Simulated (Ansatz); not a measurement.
# GaSb3: a trial structure relaxed

The task: take a trial cell of GaSb3 to zero force and stress.

Program: Ansatz 0.2.0. Level of theory: DFT PBE, scalar-relativistic, plane waves, PAW. These are calculated values, not measurements.

## (1) The structure to begin with

Symmetry: Im-3m, No. 229, cubic system. The conventional cell has a = 6.448 Å, b = 6.448 Å, c = 6.448 Å, α = 90.00°, β = 90.00°, γ = 90.00°. Ga (site symmetry m-3m) has 6 Sb at 3.22 Å as nearest neighbours. Sb (site symmetry 4/mmm) is surrounded by 2 Ga at 3.22 Å and 4 Sb at 3.22 Å.

Coordinates:

```cif
data_structure
_symmetry_space_group_name_H-M 'P 1'
_symmetry_Int_Tables_number 1
_cell_length_a 5.5838
_cell_length_b 5.5838
_cell_length_c 5.5838
_cell_angle_alpha 109.471
_cell_angle_beta 109.471
_cell_angle_gamma 109.471
_cell_volume 134.02
loop_
_atom_site_label
_atom_site_type_symbol
_atom_site_fract_x
_atom_site_fract_y
_atom_site_fract_z
_atom_site_occupancy
Ga1 Ga 0.00000 0.00000 0.00000 1
Sb1 Sb 0.00000 0.50000 0.50000 1
Sb2 Sb 0.50000 0.00000 0.50000 1
Sb3 Sb 0.50000 0.50000 0.00000 1
```

A structure generator made this guess: random cell by space group and Wyckoff sites (Im-3m, No. 229). The dimensions are guesses.

## (2) Probe: one point on a coarse mesh

Input file input.yaml:

```yaml
crystal:
  lattice:
    - [-3.22379208, 3.22379208, 3.22379208]
    - [3.22379208, -3.22379208, 3.22379208]
    - [3.22379208, 3.22379208, -3.22379208]
  atoms:
    - { symbol: Ga, position: [0.0, 0.0, 0.0] }
    - { symbol: Sb, position: [0.0, 0.5, 0.5] }
    - { symbol: Sb, position: [0.5, 0.0, 0.5] }
    - { symbol: Sb, position: [0.5, 0.5, 0.0] }
basis:
  ecutwfc: 420
kpoints:
  mp_grid: { grid: [4, 4, 4] }
hamiltonian:
  xc: pbe
scf:
  occupations: { method: gaussian, width: 0.1 }
  lower_state_search: "off"
output:
  forces: true
  stress: true
  eigenvalues: true
```

Run with:

```
> ansatz run input.yaml --threads 1 --pin off --max-ram 2560MiB --backend cpu --events-out ev --progress --plain --runs-dir out
```

Log, shortened:

```text
[...]
SCF converged after 7 iterations
Free energy (F): -23235.488610 eV
[...]
E sigma→0 (E₀):  -23235.481443 eV
Entropy (-TS):   -0.014334 eV (-3.583 meV/atom)
Fermi energy:    6.800430 eV
[...]
--- Forces (eV/Å), atoms counted from 1 ---
  atom   1  Ga    -0.00000000     0.00000000     0.00000000
  atom   2  Sb    -0.00000000    -0.00000000    -0.00000000
  atom   3  Sb     0.00000000     0.00000000     0.00000000
  atom   4  Sb     0.00000000    -0.00000000    -0.00000000
[...]
--- Stress (GPa, compression-positive) ---
       -6.569790      -0.000000       0.000000
        0.000000      -6.569790      -0.000000
       -0.000000      -0.000000      -6.569790
  P = ⅓ Tr σ = -6.5698 GPa (-65.698 kbar)
--- Band table (eV; the first three rows and the last of 8) ---
[...]
```

Run time: 4.1 s. Hardware: 1 thread of Intel Xeon at 2.70GHz, shared host; peak memory 0.41 GiB.

From the probe: pressure -6.6 GPa, largest force 0.00 eV/Å, gap on this mesh none (metal). A cheap, loose relaxation comes first.

## (3) A loose first relaxation

Changes to input.yaml since step 2:

```diff
@@ -23 +23,6 @@
   eigenvalues: true
+relax:
+  adjacent_minimum: "off"
+  f_tol: 0.04
+  max_steps: 70
+  cell: { stress_tol: 0.4 }
```

Run with:

```
> ansatz run input.yaml --threads 1 --pin off --max-ram 2560MiB --backend cpu --events-out ev --progress --plain --runs-dir out
```

Log:

```text
Warning: RAYON_NUM_THREADS=1 ignored (pool sized by the plan → 1); use --threads N
Engine: ansatz 0.2.0, x86_64-unknown-linux-gnu
Pseudopotentials: kind: paw
Pseudopotential: Ga, paw, valence charge 13, recommended cutoff 420 eV (normal), Ga.paw.azcp
Pseudopotential: Sb, paw, valence charge 15, recommended cutoff 420 eV (normal), Sb.paw.azcp
Functional definition: PBE
  parameter kappa = 0.804
  parameter beta = 0.06672455060314922
  exchange = pbe_x(kappa = kappa, mu = beta*pi^2/3)
  correlation = pbe_c(beta = beta)
Crystal: 4 atoms, lattice volume = 134.017 Å³
Basis set: ecut = 420 eV, 2659 PW (Γ), exchange–correlation on 80×80×80 points (8 copies of the dense FFT grid, shifted against one another)
Bands: 35, of which v1, the nominal top of the filled ones, is band 29 counted from 1 (28 counted from 0)
Symmetry: 48 space group operations
Space group: Im-3m (ITA 229), of the structure as read, at distance tolerance 5.1e-5 Å
k-points: 8 of 64
Non-local potential: Ga, projectors of the file, l = 0: 2, l = 1: 2, l = 2: 3, l = 3: 1
Non-local potential: Sb, projectors of the file, l = 0: 2, l = 1: 2, l = 2: 2, l = 3: 2
PAW form: soft (Blöchl's): semilocal exchange-correlation on the pseudo side does not see the compensation charge
PAW one-centre angular grid: Ga, 590 points (default); XC on 64 Gauss nodes
PAW one-centre angular grid: Sb, 590 points (default); XC on 64 Gauss nodes
Initial density: superposition of atomic densities (neutral atoms: chi_scale 0, normalization atom), corrected by the library's trained network
Initial wavefunctions: pseudopotential atomic-orbital guess
Functional: x = pbe(κ = 0.804, μ = 0.2195149727645171), c = pbe(β = 0.06672455060314922)
SCF iter   1: F=—  HF=-23235.502415 eV  |F-HF|=—  |Δ(HF+E_count)|=         —  Δρ=2.84e-3  dr2=3.76e-2  ethr=1.77e-3  ⟨swp⟩=5.9  Hψ=1106  notcnv=0  defer=1
preconditioner: auto → LDOS  [insulator: Δε(μ)=0.144 eV  Ē_g=10.682 eV  σ=0.100 eV  W_gap=0.61  n_scr=18 (ndim 8)  ℏωp=17.0 eV  f_vac=0.011  D(μ)=3.37/eV (n_scr^D=18)  ε∞_Penn≈3.5  β→1.0]
SCF iter   2: F=—  HF=-23235.488894 eV  |F-HF|=—  |Δ(HF+E_count)|=   1.35e-2  Δρ=8.61e-4  dr2=1.19e-3  ethr=6.48e-5  ⟨swp⟩=2.1  Hψ=418  notcnv=0  defer=1
preconditioner: auto → Resta (q_TF=auto, 2.373 Å⁻¹)  ε∞=3.6  [insulator: Δε(μ)=0.165 eV  Ē_g=10.601 eV  σ=0.100 eV  W_gap=0.63  n_scr=18 (ndim 8)  ℏωp=17.0 eV  f_vac=0.009  D(μ)=2.91/eV (n_scr^D=18)  ε∞_Penn≈3.6  β→0.5]
SCF iter   3: F=—  HF=-23235.488806 eV  |F-HF|=—  |Δ(HF+E_count)|=   8.86e-5  Δρ=4.92e-4  dr2=1.95e-4  ethr=2.05e-6  ⟨swp⟩=3.0  Hψ=528  notcnv=0  defer=1
SCF iter   4: F=—  HF=-23235.488598 eV  |F-HF|=—  |Δ(HF+E_count)|=   2.08e-4  Δρ=1.79e-4  dr2=5.41e-5  ethr=3.36e-7  ⟨swp⟩=2.0  Hψ=381  notcnv=0  defer=1
SCF iter   5: F=—  HF=-23235.488610 eV  |F-HF|=—  |Δ(HF+E_count)|=   1.15e-5  Δρ=5.36e-5  dr2=5.72e-6  ethr=9.33e-8  ⟨swp⟩=2.0  Hψ=381  notcnv=0  defer=1
SCF iter   6: F=—  HF=-23235.488610 eV  |F-HF|=—  |Δ(HF+E_count)|=   6.52e-8  Δρ=1.11e-5  dr2=2.43e-7  ethr=9.87e-9  ⟨swp⟩=3.0  Hψ=505  notcnv=0  defer=1
SCF iter   7: F=-23235.488610 eV  HF=-23235.488610 eV  |F-HF|=6.35e-9  |Δ(HF+E_count)|=   3.12e-7  Δρ=2.69e-6  dr2=1.02e-8  ethr=1.72e-10  ⟨swp⟩=8.9  Hψ=1269  notcnv=0
SCF 1 converged in 7 iterations: F = -23235.488610 eV  dr2 = 1.02e-8
relax step   1: F+E_penalty+E_count = -23235.48860991 eV  Δ(F+E_penalty+E_count) = +0.000e0 eV  max|allowed force component| = 3.959e-29 eV/Å  Δτ_max = 0.0000 Å  P = -6.570 GPa  Ω = 134.017 Å³  (7 SCF iters, dr2 threshold 1.00e-7 eV, accepted)
Crystal: 4 atoms, lattice volume = 115.357 Å³
Basis set: ecut = 420 eV, 2243 PW (Γ), exchange–correlation on 80×80×80 points (8 copies of the dense FFT grid, shifted against one another)
Initial density: handed on by an earlier stage of this run
Initial wavefunctions: those handed on with the density
iter 1 solved again at ethr=3.35e-5 eV; its pass at ethr=3.10e-3 eV (dr2=1.94e-2 eV) is discarded
SCF iter   1: F=—  HF=-23236.062810 eV  |F-HF|=—  |Δ(HF+E_count)|=         —  Δρ=3.13e-3  dr2=1.95e-2  ethr=3.35e-5  ⟨swp⟩=1.4  Hψ=1673  notcnv=0
preconditioner: auto → Kerker (q_TF=auto, 2.433 Å⁻¹)  [metal: Δε(μ)=0.074 eV  Ē_g=11.254 eV  σ=0.100 eV  W_gap=0.38  n_scr=18 (ndim 8)  ℏωp=18.3 eV  f_vac=0.000  D(μ)=2.93/eV (n_scr^D=18)]
SCF iter   2: F=—  HF=-23236.061463 eV  |F-HF|=—  |Δ(HF+E_count)|=   1.35e-3  Δρ=2.11e-3  dr2=9.34e-3  ethr=3.35e-5  ⟨swp⟩=1.0  Hψ=280  notcnv=0
SCF iter   3: F=—  HF=-23236.060895 eV  |F-HF|=—  |Δ(HF+E_count)|=   5.69e-4  Δρ=5.93e-4  dr2=5.25e-4  ethr=1.61e-5  ⟨swp⟩=2.0  Hψ=385  notcnv=0
SCF iter   4: F=—  HF=-23236.060702 eV  |F-HF|=—  |Δ(HF+E_count)|=   1.93e-4  Δρ=2.97e-4  dr2=1.26e-4  ethr=9.05e-7  ⟨swp⟩=2.0  Hψ=390  notcnv=0
SCF iter   5: F=—  HF=-23236.060744 eV  |F-HF|=—  |Δ(HF+E_count)|=   4.21e-5  Δρ=9.11e-5  dr2=1.63e-5  ethr=2.17e-7  ⟨swp⟩=2.0  Hψ=390  notcnv=0
SCF iter   6: F=—  HF=-23236.060753 eV  |F-HF|=—  |Δ(HF+E_count)|=   8.96e-6  Δρ=2.42e-5  dr2=1.23e-6  ethr=2.81e-8  ⟨swp⟩=2.6  Hψ=471  notcnv=0
SCF iter   7: F=-23236.060754 eV  HF=-23236.060754 eV  |F-HF|=2.71e-8  |Δ(HF+E_count)|=   9.27e-7  Δρ=6.86e-6  dr2=9.52e-8  ethr=6.90e-10  ⟨swp⟩=6.6  Hψ=1174  notcnv=0
SCF 2 converged in 7 iterations: F = -23236.060754 eV  dr2 = 9.52e-8
relax step   2: F+E_penalty+E_count = -23236.06075399 eV  Δ(F+E_penalty+E_count) = -5.721e-1 eV  max|allowed force component| = 4.457e-29 eV/Å  Δτ_max = 0.0000 Å  P = -2.478 GPa  Ω = 115.357 Å³  energy of the carried Pulay correction = +3.356e-3 eV  (7 SCF iters, dr2 threshold 4.00e-7 eV, accepted)
Crystal: 4 atoms, lattice volume = 106.409 Å³
Basis set: ecut = 420 eV, 2093 PW (Γ), exchange–correlation on 80×80×80 points (8 copies of the dense FFT grid, shifted against one another)
iter 1 solved again at ethr=1.13e-5 eV; its pass at ethr=3.10e-3 eV (dr2=6.57e-3 eV) is discarded
SCF iter   1: F=—  HF=-23236.096062 eV  |F-HF|=—  |Δ(HF+E_count)|=         —  Δρ=1.99e-3  dr2=6.77e-3  ethr=1.13e-5  ⟨swp⟩=2.6  Hψ=1589  notcnv=0
preconditioner: auto → Resta (q_TF=auto, 2.466 Å⁻¹)  ε∞=3.7  [insulator: Δε(μ)=0.126 eV  Ē_g=11.557 eV  σ=0.100 eV  W_gap=0.63  n_scr=18 (ndim 8)  ℏωp=19.0 eV  f_vac=0.000  D(μ)=2.80/eV (n_scr^D=18)  ε∞_Penn≈3.7]
SCF iter   2: F=—  HF=-23236.095459 eV  |F-HF|=—  |Δ(HF+E_count)|=   6.03e-4  Δρ=1.20e-3  dr2=2.04e-3  ethr=1.13e-5  ⟨swp⟩=1.9  Hψ=300  notcnv=0
SCF iter   3: F=—  HF=-23236.095641 eV  |F-HF|=—  |Δ(HF+E_count)|=   1.82e-4  Δρ=3.75e-4  dr2=1.32e-4  ethr=3.52e-6  ⟨swp⟩=2.0  Hψ=384  notcnv=0
SCF iter   4: F=—  HF=-23236.095607 eV  |F-HF|=—  |Δ(HF+E_count)|=   3.43e-5  Δρ=1.49e-4  dr2=3.34e-5  ethr=2.28e-7  ⟨swp⟩=2.0  Hψ=389  notcnv=0
SCF iter   5: F=—  HF=-23236.095615 eV  |F-HF|=—  |Δ(HF+E_count)|=   8.15e-6  Δρ=3.68e-5  dr2=2.28e-6  ethr=5.75e-8  ⟨swp⟩=2.0  Hψ=389  notcnv=0
SCF iter   6: F=-23236.095617 eV  HF=-23236.095617 eV  |F-HF|=1.87e-7  |Δ(HF+E_count)|=   1.74e-6  Δρ=1.08e-5  dr2=1.08e-7  ethr=6.90e-10  ⟨swp⟩=6.9  Hψ=1242  notcnv=0
SCF 3 converged in 6 iterations: F = -23236.095617 eV  dr2 = 1.08e-7
relax step   3: F+E_penalty+E_count = -23236.09561689 eV  Δ(F+E_penalty+E_count) = -3.486e-2 eV  max|allowed force component| = 2.497e-29 eV/Å  Δτ_max = 0.0000 Å  P = +1.627 GPa  Ω = 106.409 Å³  energy of the carried Pulay correction = +5.150e-3 eV  (6 SCF iters, dr2 threshold 4.00e-7 eV, accepted)
Crystal: 4 atoms, lattice volume = 109.784 Å³
Basis set: ecut = 420 eV, 2123 PW (Γ), exchange–correlation on 80×80×80 points (8 copies of the dense FFT grid, shifted against one another)
iter 1 solved again at ethr=1.86e-6 eV; its pass at ethr=3.10e-3 eV (dr2=1.08e-3 eV) is discarded
SCF iter   1: F=—  HF=-23236.109840 eV  |F-HF|=—  |Δ(HF+E_count)|=         —  Δρ=7.92e-4  dr2=1.12e-3  ethr=1.86e-6  ⟨swp⟩=2.6  Hψ=1604  notcnv=0
preconditioner: auto → Resta (q_TF=auto, 2.453 Å⁻¹)  ε∞=3.7  [insulator: Δε(μ)=0.123 eV  Ē_g=11.383 eV  σ=0.100 eV  W_gap=0.61  n_scr=18 (ndim 8)  ℏωp=18.8 eV  f_vac=0.000  D(μ)=2.61/eV (n_scr^D=12)  ε∞_Penn≈3.7]
SCF iter   2: F=—  HF=-23236.109761 eV  |F-HF|=—  |Δ(HF+E_count)|=   7.89e-5  Δρ=4.83e-4  dr2=3.43e-4  ethr=1.86e-6  ⟨swp⟩=1.9  Hψ=303  notcnv=0
SCF iter   3: F=—  HF=-23236.109798 eV  |F-HF|=—  |Δ(HF+E_count)|=   3.66e-5  Δρ=1.53e-4  dr2=2.29e-5  ethr=5.92e-7  ⟨swp⟩=2.0  Hψ=384  notcnv=0
SCF iter   4: F=—  HF=-23236.109792 eV  |F-HF|=—  |Δ(HF+E_count)|=   5.07e-6  Δρ=6.06e-5  dr2=5.82e-6  ethr=3.95e-8  ⟨swp⟩=2.0  Hψ=390  notcnv=0
SCF iter   5: F=—  HF=-23236.109794 eV  |F-HF|=—  |Δ(HF+E_count)|=   1.49e-6  Δρ=1.53e-5  dr2=4.13e-7  ethr=1.00e-8  ⟨swp⟩=2.0  Hψ=390  notcnv=0
SCF iter   6: F=-23236.109794 eV  HF=-23236.109794 eV  |F-HF|=3.62e-8  |Δ(HF+E_count)|=   3.34e-7  Δρ=4.50e-6  dr2=2.02e-8  ethr=6.90e-10  ⟨swp⟩=5.2  Hψ=1025  notcnv=0
SCF 4 converged in 6 iterations: F = -23236.109794 eV  dr2 = 2.02e-8
relax step   4: F+E_penalty+E_count = -23236.10979429 eV  Δ(F+E_penalty+E_count) = -1.418e-2 eV  max|allowed force component| = 1.270e-28 eV/Å  Δτ_max = 0.0000 Å  P = -0.160 GPa  Ω = 109.784 Å³  energy of the carried Pulay correction = +4.458e-3 eV  (6 SCF iters, dr2 threshold 4.00e-7 eV, accepted)
Basis set: ecut = 420 eV, 2123 PW (Γ), exchange–correlation on 72×72×72 points (8 copies of the dense FFT grid, shifted against one another)
Initial wavefunctions: pseudopotential atomic-orbital guess (no wavefunctions were taken with the density)
iter 1 solved again at ethr=4.66e-7 eV; its pass at ethr=3.10e-3 eV (dr2=2.70e-4 eV) is discarded
SCF iter   1: F=—  HF=-23236.105213 eV  |F-HF|=—  |Δ(HF+E_count)|=         —  Δρ=1.86e-4  dr2=7.51e-6  ethr=4.66e-7  ⟨swp⟩=2.8  Hψ=1728  notcnv=0
preconditioner: auto → Resta (q_TF=auto, 2.453 Å⁻¹)  ε∞=3.7  [insulator: Δε(μ)=0.119 eV  Ē_g=11.395 eV  σ=0.100 eV  W_gap=0.59  n_scr=18 (ndim 8)  ℏωp=18.8 eV  f_vac=0.000  D(μ)=2.66/eV (n_scr^D=18)  ε∞_Penn≈3.7]
SCF iter   2: F=—  HF=-23236.105214 eV  |F-HF|=—  |Δ(HF+E_count)|=   2.19e-7  Δρ=1.38e-4  dr2=7.37e-6  ethr=1.29e-8  ⟨swp⟩=2.1  Hψ=388  notcnv=0
SCF iter   3: F=—  HF=-23236.105215 eV  |F-HF|=—  |Δ(HF+E_count)|=   1.37e-6  Δρ=2.67e-5  dr2=1.53e-7  ethr=1.27e-8  ⟨swp⟩=2.0  Hψ=386  notcnv=0
SCF iter   4: F=—  HF=-23236.105224 eV  |F-HF|=—  |Δ(HF+E_count)|=   8.65e-6  Δρ=4.26e-6  dr2=8.34e-9  ethr=2.64e-10  ⟨swp⟩=2.6  Hψ=483  notcnv=0
SCF iter   5: F=-23236.105224 eV  HF=-23236.105224 eV  |F-HF|=6.51e-10  |Δ(HF+E_count)|=   3.08e-8  Δρ=9.25e-7  dr2=2.61e-10  ethr=4.41e-12  ⟨swp⟩=5.9  Hψ=1107  notcnv=0
SCF 5 converged in 5 iterations: F = -23236.105224 eV  dr2 = 2.61e-10
relax step   5: F+E_penalty+E_count = -23236.10522370 eV  Δ(F+E_penalty+E_count) = +4.571e-3 eV  max|allowed force component| = 1.518e-28 eV/Å  Δτ_max = 0.0000 Å  P = -0.171 GPa  Ω = 109.784 Å³  stress off target by 1.71e-1 GPa  SCF on the basis re-selected at this cell (its energy is not comparable with the rows above)  (5 SCF iters)
basis re-selected at this cell: Δ(F+E_penalty+E_count) = +4.571e-3 eV, ΔP = -0.010 GPa vs the last step (what re-selecting the basis moved, of the pressure what is left beyond the Pulay correction that the steps carried, after the strain that the cell walked since its last selection, with what the two solves' SCF thresholds leave and, on support functions, any second-order correction that the steps lacked; it is no measure of the basis error at this ecutwfc). The dense FFT grid was sized anew with the basis: this SCF ran on 36×36×36 points, the steps before it on 40×40×40, so part of this shift can come from that change (see relax.cell in the input reference). This SCF's stress stands 1.71e-1 GPa from its target on what of the cell is left free (relax.cell.stress_tol is 4.00e-1 GPa) and its largest allowed force component is 1.52e-28 eV/Å (relax.f_tol is 4.00e-2 eV/Å): within both
SCF converged after 5 iterations
Free energy (F): -23236.105224 eV
Harris-Foulkes:  -23236.105224 eV  (|F-HF|=6.51e-10)
Internal energy: -23236.091907 eV  (E = F + TS)
E sigma→0 (E₀):  -23236.098565 eV
Entropy (-TS):   -0.013316 eV (-3.329 meV/atom)
Fermi energy:    9.450929 eV
--- Per-component energies (eV) ---
  E_band       = -547.710362
  E_kinetic    = 734.070024
  E_local      = -6599.498029  (includes V_loc(G=0)·N_el)
  E_nonlocal   = 1509.436010
  E_hartree    = 3022.379310
  E_xc         = -483.790913
  E_vxc        = -345.752589  (∫ρ·V_xc dr)
  E_paw        = -15712.618031  (= ΣΔE_a)
  E_vpaw       = -1890.723781  (= ΣTr[D̂ρ^β])
  E_aug_tail   = -0.000129  (compensation charges beyond the density's cutoff)
  E_ewald      = -5706.070148
  E_smearing   = -0.013316  (= −TS)
  E_closure    = -0.000000  (closes the sum)
  Σ components = -23236.105224   (vs F -23236.105224, Δ=0.00e0)
--- Forces (eV/Å), atoms counted from 1 ---
  atom   1  Ga    -0.00000000    -0.00000000     0.00000000
  atom   2  Sb     0.00000000    -0.00000000     0.00000000
  atom   3  Sb     0.00000000    -0.00000000     0.00000000
  atom   4  Sb     0.00000000    -0.00000000    -0.00000000
  max |Σ_I F_I| component: 4.78e-28 eV/Å
--- Stress (GPa, compression-positive) ---
       -0.170527       0.000000       0.000000
        0.000000      -0.170527       0.000000
       -0.000000      -0.000000      -0.170527
  P = ⅓ Tr σ = -0.1705 GPa (-1.705 kbar)
--- Band table (eV; the first three rows and the last of 8) ---
  k-point 0: bands = ["-19.5845", "-19.5845", "-19.4875", "-19.4875", "-19.4875", "-19.4466", "-19.3974", "-19.3974", "-19.3974", "-19.3816", "-19.3816", "-19.3816", "-19.3371", "-19.3371", "-19.3112", "-4.9029", "-4.9029", "-4.8734", "-4.8734", "-4.8734", "-2.5532", "2.5806", "2.5806", "5.8796", "5.9567", "5.9567", "5.9567", "7.3999", "7.3999", "7.3999", "12.2410", "12.2410", "12.2410", "14.1015", "14.1015"]
  k-point 1: bands = ["-19.5759", "-19.5475", "-19.4815", "-19.4808", "-19.4751", "-19.4349", "-19.3997", "-19.3997", "-19.3992", "-19.3921", "-19.3856", "-19.3853", "-19.3586", "-19.3560", "-19.3294", "-4.9045", "-4.9023", "-4.8742", "-4.8738", "-4.8726", "-2.1004", "1.2776", "2.0859", "4.5945", "5.7292", "6.9415", "7.0736", "7.3180", "8.4746", "9.1329", "11.7599", "12.0633", "13.4004", "13.4681", "14.2786"]
  k-point 2: bands = ["-19.5672", "-19.4745", "-19.4737", "-19.4729", "-19.4581", "-19.4319", "-19.4074", "-19.4044", "-19.4040", "-19.4034", "-19.4010", "-19.3946", "-19.3888", "-19.3879", "-19.3326", "-4.9065", "-4.9016", "-4.8749", "-4.8742", "-4.8717", "-1.0974", "-0.3126", "1.7293", "3.9534", "5.5316", "6.8105", "8.5172", "9.2893", "9.3800", "9.4990", "10.8181", "12.3465", "12.4575", "13.0671", "15.2736"]
  k-point 7: bands = ["-19.6259", "-19.4914", "-19.4914", "-19.4842", "-19.4842", "-19.4842", "-19.4035", "-19.4035", "-19.4035", "-19.3778", "-19.3778", "-19.3778", "-19.3492", "-19.3228", "-19.3228", "-4.9144", "-4.9144", "-4.8716", "-4.8716", "-4.8716", "-0.3667", "-0.3667", "1.9717", "4.2857", "4.2857", "4.2857", "7.5005", "8.9425", "8.9425", "8.9425", "15.1558", "15.1558", "15.1558", "15.6736", "15.6736"]
--- Relaxed structure (4 steps of the walk, 4 accepted, 1 SCFs on fresh bases) ---
  F+E_penalty+E_count = -23236.10522370 eV   max|allowed force component| = 1.518e-28 eV/Å   (the final SCF, on the basis selected at the relaxed cell)
  cell:  # Å, volume = 109.7841 Å³
    - [-3.01642915511917, 3.01642915511917, 3.01642915511917]
    - [3.01642915511917, -3.01642915511917, 3.01642915511917]
    - [3.01642915511917, 3.01642915511917, -3.01642915511917]
  atoms:
    - { symbol: Ga, position: [7.934369350978504e-36, -4.3250091758250855e-35, -3.0959598057525364e-35] }
    - { symbol: Sb, position: [-1.3034630819493586e-34, 0.49999999999999994, 0.49999999999999994] }
    - { symbol: Sb, position: [0.49999999999999994, 3.8228522081097835e-35, 0.49999999999999994] }
    - { symbol: Sb, position: [0.49999999999999994, 0.49999999999999994, -1.1228408233954528e-34] }
```

Run time: 18 s. Hardware: 1 thread of Intel Xeon at 2.70GHz, shared host; peak memory 0.43 GiB.

Step by step:

```
step  E - E(step 1) (eV/cell)  largest force component (eV/Å)  pressure (GPa)  volume (Å³)
   1                   0.0000                          0.0000           -6.57       134.02
   2                  -0.5721                          0.0000           -2.48       115.36
   3                  -0.6070                          0.0000            1.63       106.41
   4                  -0.6212                          0.0000           -0.16       109.78
   5                  -0.6166                          0.0000           -0.17       109.78
```

Step 1 is the start. Step 5 repeats the geometry before it on a plane-wave basis chosen anew for that cell, so its energy need not be comparable with the rows above.

Lengths and angles in the start's conventional setting:

|  | before | after | change |
| --- | --- | --- | --- |
| a (Å) | 6.448 | 6.033 | -6.4 % |
| b (Å) | 6.448 | 6.033 | -6.4 % |
| c (Å) | 6.448 | 6.033 | -6.4 % |
| volume (Å³/atom) | 33.50 | 27.45 | -18.1 % |
| shortest distance (Å) | 3.224 | 3.016 | -6.4 % |
| space group (0.01 Å) | Im-3m | Im-3m | same |

The run keeps the 48 symmetry operations of the start, so it could not have lowered the symmetry.

[end of part 1 of 2]
